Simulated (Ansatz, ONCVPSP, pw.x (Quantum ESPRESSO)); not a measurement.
## From atom to crystal: ONCV potential for Ce (Z = 58)

ONCVPSP 4.0.1.1 (patched build) input, shortened (lines: element, Z, core and valence counts, functional; n l f; lmax; l rc ep ncon nbas qcut; lloc lpopt rc5 dvloc0; l nproj debl; icmod fcfact rcfact), PBE, scalar-relativistic:

```
  Ce 58.00    9    5        4      upf
    1    0    2.00
    2    0    2.00
    2    1    6.00
    3    0    2.00
    3    1    6.00
    3    2   10.00
    4    0    2.00
    4    1    6.00
    4    2   10.00
    4    3    1.00
    5    0    2.00
    5    1    6.00
    5    2    1.00
    6    0    2.00
    3
    0    2.45    0.00    3    8    6.50
    1    2.00    0.00    4    7    3.30
    2    3.85    0.00    4    9    3.40
    3    1.30    0.00    3    8   11.60
    4    5    0.90    6.00
    0    2    4.00
    1    2    3.30
    2    3    1.90
    3    2    2.40
    1    0.20    0.00
```

Crystal test: bcc Ce in pw.x 7.5, no spin, 12³ k-points, Fermi–Dirac smearing 0.01 Ry, cutoffs 155/620 Ry. The reference is all-electron LAPW (Ansatz 0.2.0) with the same functional, mesh and smearing; V0 and B0 come from Birch–Murnaghan fits to the pressures at five volumes. Errors are pseudo minus all-electron; Δ is the rms difference of the E(V) curves that follow from these fits, minima aligned, over ±6 % about the mean V0. Mesh and smearing are coarse, so the numbers serve the comparison and aren't converged zero-temperature values; the lattice is a test structure that the element need not adopt. Spin polarisation and strong correlation are left out, which matters for this element.

All-electron: a0 = 3.858 Å (V0 = 28.70 Å³/atom), B0 = 24.6 GPa.

Problem. How far does the potential miss the all-electron equation of state?

Solution. mean pressure error (GPa): +8.20. The pressure does not cross zero within the volumes sampled, so no fit is given. The largest radius (3.85 bohr) exceeds half the bond length (3.15 bohr), so the spheres overlap, which is one possible source of error among others. This is a poor potential for the solid. The generator flags a localised state at positive energy (d at 4 eV, p at 40 eV). Note: ghosts flagged at negative energy: s at -272.8 eV; GHOST(+) flagged for d at 3.7 eV, p at 39.5 eV. A true bound ghost makes a file unfit for plane-wave use. Atomic configuration tests: 1 of 4 tests not solved or not reliable.

```tsv
V (Å³/atom)	P all-electron (GPa)	P pseudo (GPa)
27.170	1.47	9.45
27.885	0.74	8.88
28.600	0.09	8.33
29.315	-0.50	7.79
30.030	-1.04	7.30
```

Problem. At the middle volume, how do free energy and pressure move when the wave cutoff is lowered (ecutrho kept at four times it)?

Solution.

```csv
cutoff (Ry),shift of F (meV/atom),shift of P (GPa)
70,+10909.6,-206.48
93,+2109.7,-48.83
124,+258.9,-6.47
```

The run at the middle volume (72 k-points, 9 iterations) took about 4.2 min on one core of a shared host (Neoverse-N1, 64 threads, 124 GiB, load 59).
